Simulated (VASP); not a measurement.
Se, 1 atom in the cell. It takes space group R-3m (No. 166, trigonal). The conventional cell has a = 3.999 Å, b = 3.999 Å, c = 4.679 Å, α = 90.00°, β = 90.00°, γ = 120.00°. Around Se (site symmetry -3m) lie 6 Se at 2.79 Å. This isn't the form of Se at room conditions, which is trigonal, of chains.

```yaml
Program: VASP 6.6.1
Task: relaxation of cell and atoms
Functional: PBEsol
Potentials_or_basis: VASP PAW PBE potentials, release 64 (Se)
Cutoff: 600 eV
k_mesh: 17 × 17 × 17
Occupations: methfessel-paxton, width 0.1 eV
Spin: no spin polarisation
Further_INCAR_settings: ALGO = Normal; EDIFF = 1e-07; IBRION = 2; EDIFFG = -0.005; NSW = 90; ISIF = 3
```

Potentials or basis: VASP PAW PBE potentials, release 64 (Se).

Run with:

```console
$ cat potpaw_PBE.64/Se/POTCAR > POTCAR
$ mpirun -np 1 vasp_std > vasp.out
```

Hardware: 1 thread of Intel(R) Xeon(R) Platinum 8488C (Sapphire Rapids), on a shared host.

Q: Estimate the wall time of this run.

A: Run time: 4.1 min on 1 thread of Intel(R) Xeon(R) Platinum 8488C (Sapphire Rapids), on a shared host, peak memory 0.21 GiB. Counts: scf iterations 69, k points 489, ion steps 13.
